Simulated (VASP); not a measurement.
# ZnSe (F-43m) in VASP: dielectric tensor with PBE+D3(BJ)

Aim: the dielectric tensor of ZnSe with PBE+D3(BJ).

All numbers are computed with VASP 6.6.1; they aren't measurements. Logs are shortened: lines on timing, memory, paths and dates and some standing lists are left out, and cuts for length are marked.

**Measured values to compare with.**

“Alloy Disordering Effects on the Thermal Conductivity and Energy Gap Temperature Dependence of Cd1−xZnxSe Ternary Crystals Grown by the Bridgman Method”, 2023, pmc:10253836 reports, for a bulk crystal of ZnSe at 300 K: band gap 2.695 ± 0.003 eV (an exciton energy, a little under the gap).

A printed reference work, textbook reports, for a bulk crystal of ZnSe: high-frequency dielectric constant 5.9.

The results are compared with them further down.

### Step 1. The structure

Symmetry: F-43m, No. 216, cubic system. The conventional cell has a = 5.663 Å, b = 5.663 Å, c = 5.663 Å, α = 90.00°, β = 90.00°, γ = 90.00°. Zn (site symmetry -43m) has 4 Se at 2.45 Å as nearest neighbours. Se (site symmetry -43m) is surrounded by 4 Zn at 2.45 Å.

### Step 2. Dielectric tensor, PBE+D3(BJ)

INCAR reads:

```
  PREC = Accurate
  ENCUT = 520
  EDIFF = 1E-7
  ISMEAR = 0
  SIGMA = 0.02
  LREAL = False
  LASPH = True
  NELM = 80
  ALGO = Fast
  ISIF = 2
  LWAVE = False
  LCHARG = False
  GGA = PE
  IVDW = 12
  LEPSILON = True
```

KPOINTS reads:

```
Automatic mesh
0
Gamma
  10 10 10
```

POSCAR reads:

```
ZnSe                                    
1.0
    0.0000000000      2.8313479048      2.8313479048
    2.8313479048     -0.0000000000      2.8313479048
    2.8313479048      2.8313479048     -0.0000000000
  Zn              Se            
     1     1
Direct
     0.0000000000000000    0.0000000000000000    0.0000000000000000
     0.2500000000000000    0.2500000000000000    0.2500000000000000
```

Potentials or basis: VASP PAW PBE potentials, release 64 (Zn, Se).

Launch:

```bash
$ cat potpaw_PBE.64/Zn/POTCAR potpaw_PBE.64/Se/POTCAR > POTCAR
$ mpirun -np 1 vasp_std > vasp.out
```

OUTCAR:

```text
PREC = Accurate
   ENCUT = 520
   EDIFF = 1E-7
   ISMEAR = 0
   LREAL = False
   LASPH = True
   NELM = 80
   ISIF = 2
   GGA = PE
   IVDW = 12
   LEPSILON = True
 IVDW          = 12

 ion  position               nearest neighbor table
   1  0.000  0.000  0.000-   2 2.45   2 2.45   2 2.45   2 2.45
   2  0.250  0.250  0.250-   1 2.45   1 2.45   1 2.45   1 2.45

  LATTYP: Found a face centered cubic cell.
 ALAT       =     5.6626958096

  Lattice vectors:

 A1 = (   0.0000000000,   2.8313479048,   2.8313479048)
 A2 = (   2.8313479048,   0.0000000000,   2.8313479048)
 A3 = (   2.8313479048,   2.8313479048,   0.0000000000)

Analysis of symmetry for initial positions (statically):
=====================================================================
 Subroutine PRICEL returns:
 Original cell was already a primitive cell.

 Routine SETGRP: Setting up the symmetry group for a
 face centered cubic supercell.

 Subroutine GETGRP returns: Found 24 space group operations
 (whereof 24 operations were pure point group operations)
 out of a pool of 48 trial point group operations.

The static configuration has the point symmetry T_d .

Analysis of symmetry for dynamics (positions and initial velocities):
=====================================================================
 Subroutine PRICEL returns:
 Original cell was already a primitive cell.

 Routine SETGRP: Setting up the symmetry group for a
 face centered cubic supercell.

 Subroutine GETGRP returns: Found 24 space group operations
 (whereof 24 operations were pure point group operations)
 out of a pool of 48 trial point group operations.

The dynamic configuration has the point symmetry T_d .

 Subroutine INISYM returns: Found 24 space group operations
 (whereof 24 operations are pure point group operations),
 and found     1 'primitive' translations

----------------------------------------------------------------------------------------

                                     Primitive cell

  volume of cell :      45.3952

  direct lattice vectors                    reciprocal lattice vectors
     0.000000000  2.831347905  2.831347905    -0.176594335  0.176594335  0.176594335
     2.831347905  0.000000000  2.831347905     0.176594335 -0.176594335  0.176594335
     2.831347905  2.831347905  0.000000000     0.176594335  0.176594335 -0.176594335

  length of vectors
     4.004130607  4.004130607  4.004130607     0.305870360  0.305870360  0.305870360

  position of ions in fractional coordinates (direct lattice)
     0.000000000  0.000000000  0.000000000
     0.250000000  0.250000000  0.250000000

  ion indices of the primitive-cell ions
   primitive index   ion index
                 1           1
                 2           2

----------------------------------------------------------------------------------------

 KPOINTS: Automatic mesh

Automatic generation of k-mesh.
 Grid dimensions read from file:
 generate k-points for:   10   10   10

 Generating k-lattice:

  Cartesian coordinates                     Fractional coordinates (reciprocal lattice)
    -0.017659433  0.017659433  0.017659433     0.100000000  0.000000000  0.000000000
     0.017659433 -0.017659433  0.017659433     0.000000000  0.100000000  0.000000000
     0.017659433  0.017659433 -0.017659433     0.000000000  0.000000000  0.100000000

  Length of vectors
     0.030587036  0.030587036  0.030587036

  Shift w.r.t. Gamma in fractional coordinates (k-lattice)
     0.000000000  0.000000000  0.000000000

 Subroutine IBZKPT returns following result:
 ===========================================

 Found     47 irreducible k-points:
[... 74 lines left out ...]
   IVDW    =    12    specifies the selected vdW correction
   LEPSILON=     T    determine dielectric tensor
   LRPA    =     F    only Hartree local field effects (RPA)
 non-spin polarized calculation
 RMM-DIIS sequential band-by-band and
 Gauss-broadening in eV      SIGMA  =   0.02
  energy-cutoff  :      520.00
  volume of cell :       45.40
 maximum number of plane-waves:      1243
 NGX is ok and might be reduce to    30
   NGX = 15   NGY = 15   NGZ = 15

--------------------------------------- Ionic step        1  -------------------------------------------

 number of electron      18.0000010 magnetization

 E-fermi :   1.7208     XC(G=0):  -9.3338

 val. band max:        1.6349405826   @ k =   0.0000   0.0000   0.0000
 cond. band min:       2.9359902486   @ k =   0.0000   0.0000   0.0000
 fundamental gap:      1.3010496659
 Fermi energy:         1.7208233009

 k-point     1 :       0.0000    0.0000    0.0000
  band No.  band energies     occupation
      1     -11.6410      2.00000
      2      -4.9202      2.00000
      3      -4.9202      2.00000
      4      -4.9202      2.00000
      5      -4.5480      2.00000
      6      -4.5480      2.00000
      7       1.6349      2.00000
      8       1.6349      2.00000
      9       1.6349      2.00000
     10       2.9360      0.00000
     11       7.4350      0.00000
     12       7.4350      0.00000
     13       7.4350      0.00000
[... 354 lines left out ...]
  band No.  band energies     occupation
      1     -10.8160      2.00000
      2      -4.8910      2.00000
      3      -4.7356      2.00000
      4      -4.7253      2.00000
      5      -4.5177      2.00000
      6      -4.5113      2.00000
      7      -2.3859      2.00000
      8      -0.3615      2.00000
      9      -0.1391      2.00000
     10       5.1879      0.00000
     11       5.7878      0.00000
     12       9.9004      0.00000
     13      10.8460      0.00000

 [... further k-points ...]

  FORCE on cell =-STRESS in cart. coord.  units (eV):
  Direction    XX          YY          ZZ          XY          YZ          ZX
  --------------------------------------------------------------------------------------
  -------------------------------------------------------------------------------------
  Total       0.00603     0.00603     0.00603    -0.00000    -0.00000     0.00000
  in kB       0.21292     0.21292     0.21292    -0.00000    -0.00000     0.00000
  external pressure =        0.21 kB  Pullay stress =        0.00 kB

 VOLUME and BASIS-vectors are now :
 -----------------------------------------------------------------------------
  energy-cutoff  :      520.00
  volume of cell :       45.40
      direct lattice vectors                 reciprocal lattice vectors
     0.000000000  2.831347905  2.831347905    -0.176594335  0.176594335  0.176594335
     2.831347905  0.000000000  2.831347905     0.176594335 -0.176594335  0.176594335
     2.831347905  2.831347905  0.000000000     0.176594335  0.176594335 -0.176594335

 POSITION                                       TOTAL-FORCE (eV/Angst)
 -----------------------------------------------------------------------------------
      0.00000      0.00000      0.00000         0.000000     -0.000000      0.000000
      1.41567      1.41567      1.41567        -0.000000      0.000000     -0.000000
 -----------------------------------------------------------------------------------
    total drift:                               -0.000001     -0.000001     -0.000001

  FREE ENERGIE OF THE ION-ELECTRON SYSTEM (eV)
  ---------------------------------------------------
  free  energy   TOTEN  =        -6.6653824510 eV

  energy  without entropy=       -6.6653824510  energy(sigma->0) =       -6.66538245

 HEAD OF MICROSCOPIC STATIC DIELECTRIC TENSOR (INDEPENDENT PARTICLE, excluding Hartree and local field effects)
 ------------------------------------------------------
           7.797817    -0.000000    -0.000000
           0.000000     7.797817     0.000000
          -0.000000     0.000000     7.797817
 ------------------------------------------------------

 Free energy of the ion-electron system (eV)
  ---------------------------------------------------
  ---------------------------------------------------
  free energy    TOTEN  =        -0.87499125 eV

  energy without entropy =       -0.87499125

------------------------ aborting loop because EDIFF is reached ----------------------------------------

 Edisp (eV)   -0.64641

 E8    (eV) :    -0.2703
[... 7 lines left out ...]
 E8    (eV) :    -0.2703

--------------------------------------- Ionic step        3  -------------------------------------------

 Free energy of the ion-electron system (eV)
  ---------------------------------------------------
  ---------------------------------------------------
  free energy    TOTEN  =        -0.87498976 eV

  energy without entropy =       -0.87498976

------------------------ aborting loop because EDIFF is reached ----------------------------------------

 Edisp (eV)   -0.64641

 E8    (eV) :    -0.2703

 PIEZOELECTRIC TENSOR FIELD DIRECTION 3  (e Angst)
 -----------------------------------------------------------------------------
    -0.00070 -1.97745  0.00000           (  0.00000  0.03154  0.00000)
    -1.97745 -0.00070  0.00000           (  0.03154  0.00000  0.00000)
     0.00000  0.00000 -0.00084           (  0.00000  0.00000 -0.00000)

 PIEZOELECTRIC TENSOR FIELD DIRECTION 3  (C/m^2)
 -----------------------------------------------------------------------------
    -0.00025 -0.69792  0.00000
    -0.69792 -0.00025  0.00000
     0.00000  0.00000 -0.00030

 MACROSCOPIC STATIC DIELECTRIC TENSOR (including local field effects in DFT)
 ------------------------------------------------------
           7.417472    -0.000000     0.000000
          -0.000000     7.417472     0.000000
          -0.000000     0.000000     7.417472
 ------------------------------------------------------

 PIEZOELECTRIC TENSOR (including local field effects)  for field in x, y, z        (e  Angst)
          XX          YY          ZZ          XY          YZ          ZX
  --------------------------------------------------------------------------------
  x     0.00000    -0.00000    -0.00000     0.00000    -1.98886     0.00000
  y    -0.00000     0.00000    -0.00000     0.00000     0.00000    -1.98886
  z     0.00000    -0.00000     0.00000    -1.98886     0.00000     0.00000

 PIEZOELECTRIC TENSOR (including local field effects)  for field in x, y, z        (C/m^2)
          XX          YY          ZZ          XY          YZ          ZX
  --------------------------------------------------------------------------------
  x     0.00000    -0.00000    -0.00000     0.00000    -0.70195     0.00000
  y    -0.00000     0.00000    -0.00000     0.00000     0.00000    -0.70195
  z     0.00000    -0.00000     0.00000    -0.70195     0.00000     0.00000

 BORN EFFECTIVE CHARGES (including local field effects) (in |e|, cummulative output)
 ---------------------------------------------------------------------------------
 ion    1
    1     2.05923     0.00000     0.00000
    2     0.00000     2.05923     0.00000
    3     0.00000     0.00000     2.05923
 ion    2
    1    -2.05923     0.00000     0.00000
    2     0.00000    -2.05923     0.00000
    3     0.00000     0.00000    -2.05923
```

It took 6.1 min on 1 thread of Intel Xeon Platinum 8488C (Sapphire Rapids), shared host; peak memory 0.41 GiB.

Results:

* Band gap on the k mesh: 1.30 eV, direct
* Electronic dielectric tensor (diagonal): 7.42
* Born charges (mean of the diagonal): Zn +2.06; Se -2.06 e
* Dispersion energy per atom: -0.323 eV

Electronic dielectric tensor:
```
7.42 0.00 0.00
0.00 7.42 0.00
0.00 0.00 7.42
```

Born effective charge tensors (e):
atom 1, Zn
```
2.06 0.00 0.00
0.00 2.06 0.00
0.00 0.00 2.06
```
atom 2, Se
```
-2.06  0.00  0.00
 0.00 -2.06  0.00
 0.00  0.00 -2.06
```

### Step 3. How close it comes

Step 2. A measured gap of ZnSe is 2.695 eV (an exciton energy, a little under the gap; 300 K; “Alloy Disordering Effects on the Thermal Conductivity and Energy Gap Temperature Dependence of Cd1−xZnxSe Ternary Crystals Grown by the Bridgman Method”, 2023, pmc:10253836); the calculated 1.30 eV misses it by -1.39 eV. So large a miss can be the level of theory's own, or it may mean another phase, state or a wrong row. Spin-orbit coupling on Se is left out. The value is that of PBE+D3(BJ), without temperature or zero-point motion. Semilocal functionals fall short of measured gaps as a rule. A measured high-frequency dielectric constant of ZnSe is 5.9 (a printed reference work, textbook); the calculated 7.42 misses it by +25.7 %.
